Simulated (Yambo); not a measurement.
**SiC (Moissanite 3C) in Yambo: convergence with bands in self energy**

The system is SiC (Moissanite 3C).

```
Si C
1.0
     0.00000    2.17900    2.17900
     2.17900    0.00000    2.17900
     2.17900    2.17900    0.00000
Si C
1 1
Direct
  0.00000 0.00000 0.00000
  0.75000 0.75000 0.75000
```

```yaml
Program: Yambo 5.3.0
Task: G0W0 quasiparticle levels
Functional: PBEsol
Potentials_or_basis: PseudoDojo 0.4.1 SR PBEsol standard
Cutoff: 1116 eV
Density_cutoff: 4463 eV
k_mesh: 8 × 8 × 8
Occupations: fixed
Spin: no spin polarisation
k_mesh_of_the_self-consistent_run: 10 × 10 × 10
Random_integration_of_the_Coulomb_term: yes
Direction_of_the_field_or_of_q_to_0: x + y + z
Broadening: 0.1 eV
States_corrected: Γ and the k points of the band edges
Frequency_dependence_of_W: plasmon pole
Terminator_of_the_band_sum_in_the_self-energy: none
Quasiparticle_equation: linearised (Newton)
Imaginary_frequency_of_the_plasmon-pole_fit: 27.2114 eV
Bands_in_the_response: 304
Bands_in_the_self-energy: 24
Cutoff_of_the_response_matrix: 12 Ry
Cutoff_of_exchange_and_Vxc: 82 Ry
Bands_corrected_first_last: "[4, 6]"
```

These are the settings of the first run; the series varies bands in self energy, with any setting tied to it.

**Question.** The values tried are 24, 44, 84, 304, loosest first. From which on does the quasiparticle gap at the points computed stay within 0.05 eV of the tightest run that finished?

**Answer.** From 84 on.

```tsv
bands in self energy	quasiparticle gap at the points computed (eV)
24	1.938
44	2.055
84	2.138
304	2.186
```

The tightest run that finished is the yardstick and may itself not be fully converged.

Caveat, for the tightest run too: this version prints the column dSc/dw multiplied by 27.2.
